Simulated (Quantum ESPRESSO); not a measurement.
# Ir under changes of volume

One of the cells (14.059 Å³/atom); the others are scaled copies at fixed shape and fractional positions:

```
Ir
1.0
     0.00000    1.91560    1.91560
     1.91560    0.00000    1.91560
     1.91560    1.91560    0.00000
Ir
1
Direct
  0.00000 0.00000 0.00000
```

| Item | Value |
| --- | --- |
| Program | Quantum ESPRESSO 7.5 |
| Functional | rev-vdW-DF2 |
| Potentials or basis | PseudoDojo 0.4.1 SR PBE standard |
| Cutoff | 925 eV |
| Density cutoff | 3701 eV |
| k mesh | 12 × 12 × 12 |
| Occupations | fermi-dirac, width 0.05 eV |
| Spin | no spin polarisation |

```tsv
volume (Å³/atom)	energy over the lowest point (meV/atom)	pressure (GPa)
13.215	?	?
13.496	56.94	24.2
13.778	22.93	14.7
14.059	4.54	6.4
14.340	0.00	-1.1
14.621	7.77	-7.7
14.902	26.44	-13.5
```

Problem. What does the run at 13.215 Å³/atom give?

Solution. Energy over the lowest point 108.54 meV/atom; pressure 34.8 GPa.

Worked out: A Birch-Murnaghan fit of order 3 (a polynomial in V^(-2/3)) to the other rows has its minimum at 14.30 Å³/atom with B0 = V·E''(V) = 362 GPa and B' = 4.9. It gives 108.34 meV/atom at 13.215 Å³/atom, against the run's 108.54, and -dE/dV = 34.7 GPa, against 34.8.

Energies are extrapolated to zero smearing.

Caveats: the potentials were made for another functional, which shifts forces and pressure.
